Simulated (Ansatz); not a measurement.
Structure types of HfN at a series of pressures

All-electron LAPW in Ansatz 0.2.0 under PBE, scalar-relativistic, energies extrapolated to zero smearing, no spin–orbit coupling; spin polarisation is left out. At each pressure a set of structure types was relaxed with symmetry kept. The table gives H = E + pV above the lowest type of that row in meV/atom (up to 5 of noise); a dash means not tried or turned into another type. Real phases may be missing from the set. k spacings are near 0.17 to 0.21 Å⁻¹, smearing 0.05 to 0.1 eV.

Among rocksalt, CsCl, zincblende, WC, NiAs, which leads at 0.0059, 22, 55, 110, 200, 340 GPa?

rocksalt at 0.0059 GPa; rocksalt at 22 GPa; rocksalt at 55 GPa; rocksalt at 110 GPa; rocksalt at 200 GPa; CsCl at 340 GPa.

```csv
p (GPa),V of the lowest (Å³/atom),rocksalt,CsCl,zincblende,WC,NiAs
0.0059,11.76,0,988,247,382,347
22,10.95,0,919,631,423,405
55,10.11,0,806,1106,461,473
110,9.18,0,617,1749,492,555
200,8.23,0,323,2589,497,639
340,6.84,106,0,3709,554,814
```
